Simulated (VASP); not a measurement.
Write the native input for VASP 6.6.1 that does the following.

```
Task                   : single point
Functional             : LDA
Potentials or basis    : VASP PAW LDA potentials, release 64 (C)
Cutoff                 : 520 eV
k mesh                 : 20 × 20 × 6
Occupations            : gaussian, width 0.05 eV
Spin                   : no spin polarisation
Dipole correction      : no
Further INCAR settings : ALGO = Fast; EDIFF = 1e-06; NBANDS = 16
```

The structure of C lies in POSCAR:

```
C
1.0
    2.4449805612      0.0000000000      0.0000000000
   -1.2224902806      2.1174152778      0.0000000000
    0.0000000000      0.0000000000      6.6757814821
C
4
Direct
    0.0000000000      0.0000000000      0.2500000000
    0.0000000000      0.0000000000      0.7500000000
    0.3333333333      0.6666666667      0.2500000000
    0.6666666667      0.3333333333      0.7500000000
```

The input as run:

INCAR

```
SYSTEM = C
PREC = Accurate
ENCUT = 520
EDIFF = 1E-6
ISMEAR = 0
SIGMA = 0.05
LREAL = .FALSE.
LASPH = .TRUE.
NELM = 100
ALGO = Fast
ISIF = 2
LWAVE = .FALSE.
LCHARG = .TRUE.
LELF = .TRUE.
LVHAR = .TRUE.
NBANDS = 16
```

KPOINTS

```
regular mesh
0
G
  20 20 6
  0 0 0
```

Potentials or basis: VASP PAW LDA potentials, release 64 (C).

Launch:

```console
$ cat potpaw_LDA.64/C/POTCAR > POTCAR
$ mpirun -np 1 vasp_std > vasp.out
```

It gave:

```yaml
Pressure: 0.8 GPa
Band_gap_on_the_k_mesh: 0.61 eV, direct
```

Wall time 51 s on 1 thread of AMD EPYC 9R14 (Zen 4), on a shared host, peak memory 0.14 GiB.
